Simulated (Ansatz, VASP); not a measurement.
Two plane-wave programs on TiAl

Contents of INCAR:

```
ALGO = Normal
EDIFF = 1E-6
ENCUT = 520
ISIF = 2
ISMEAR = -1
LASPH = True
LCHARG = False
LREAL = False
LWAVE = False
NBANDS = 14
NELM = 80
PREC = Accurate
SIGMA = 0.01
```

File KPOINTS:

```
k-points
0
Gamma
  7 7 7
```

Contents of POSCAR:

```
TiAl
1.0
    3.0129615933      0.0000000000      0.0000000000
    0.0000000000      3.0129615933      0.0000000000
    0.0000000000      0.0000000000      3.0129615933
Ti Al
1 1
Direct
    0.5351100000      0.5297500000      0.5507200000
    0.9777300000      0.0191900000      0.9644800000
```

Input for Ansatz:

```yaml
crystal:
  lattice:
    - [3.0129615933017204, 0.0, 0.0]
    - [0.0, 3.0129615933017204, 0.0]
    - [0.0, 0.0, 3.0129615933017204]
  atoms:
    - { symbol: Ti, position: [0.53511, 0.52975, 0.55072] }
    - { symbol: Al, position: [0.97773, 0.01919, 0.96448] }
basis:
  ecutwfc: 540.0
  xc_grid: 2
kpoints:
  mp_grid:
    grid: [7, 7, 7]
hamiltonian:
  xc: lda
scf:
  convergence:
    dr2_threshold: 1.0e-09
  occupations:
    method: fermi_dirac
    width: 0.01
  initial_density:
    normalization: atom
output:
  forces: true
  stress: true
```

Alike in both runs: task single point; functional LDA; k mesh 7 × 7 × 7; occupations fermi-dirac, width 0.01 eV; no spin polarisation.

```csv
,VASP,Ansatz
version,VASP 6.6.1,Ansatz 0.2.0
potentials or method,"VASP PAW LDA potentials, release 64 (Ti_sv, Al)","plane waves, PAW"
plane-wave cutoff (eV),520,540
valence electrons in the cell,15,15
```

|  | VASP | Ansatz | Ansatz less VASP |
| --- | --- | --- | --- |
| pressure (GPa) | 22.8 | 22.6 | -0.19 |
| largest component of the traceless stress (GPa) | 5.73 | 5.70 | -0.029 |
| rms of the force components (eV/Å) | 1.860 | 1.852 | -0.0077 |

Atom by atom the forces differ by 0.008 eV/Å (rms over components). Ansatz warned: «stress_scf_threshold_loose».

Caveats: so large a pressure means that the cell lies far from this level's equilibrium, or that cutoff or potentials fall short (VASP); forces of over 1 eV/Å show positions far from the minimum, so gaps and moduli don't describe the material at rest.
